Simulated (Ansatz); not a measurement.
# Bi2Se3, one cell by several methods

```
CELL_PARAMETERS angstrom
2.07150 1.19598 9.83169
-2.07150 1.19598 9.83169
0.00000 -2.39196 9.83169
ATOMIC_POSITIONS crystal
Bi 0.40080 0.40080 0.40080
Bi 0.59920 0.59920 0.59920
Se 0.00000 0.00000 0.00000
Se 0.21170 0.21170 0.21170
Se 0.78830 0.78830 0.78830
```

Atom numbers follow the list: Bi1, Bi2, Se3, Se4, Se5.

The cell is COD entry 9011965, as deposited and not checked against the literature; nothing was relaxed. The listed cell was then made from it by scaling, straining or moving an atom.

Spin–orbit coupling is left out, though it moves levels of the heavy atoms by tenths of an eV or more.

All numbers are computed: DFT, PBE, PAW with Ansatz's default frozen-core files, scalar-relativistic (Ansatz 0.2.0); DFT, PBE, all-electron LAPW, scalar-relativistic (Ansatz 0.2.0).

For PAW: a Γ-centred 6×6×6 k mesh, Fermi–Dirac smearing of 0.03 eV, cutoff 420 eV, no spin polarisation. LAPW targets a basis error of 0.5 meV/atom. The Ansatz runs share mesh, smearing and spin set-up. Plane-wave (PAW) pressures include the program's estimate of the Pulay term.

Stress and pressure are positive in compression.

PAW results:

```csv
quantity,PAW
pressure (GPa),0.66
stress xx (GPa),1.03
stress zz (GPa),-0.10
"force on Bi1, z (eV/Å)",-0.114
"force on Se4, z (eV/Å)",0.121
band gap (eV),0.337
```

Q: What does full-potential LAPW give for the same quantities?

A: 
```
              quantity    LAPW
        pressure (GPa)    0.67
       stress xx (GPa)    1.04
       stress zz (GPa)   -0.09
force on Bi1, z (eV/Å)  -0.114
force on Se4, z (eV/Å)   0.120
         band gap (eV)   0.338
```
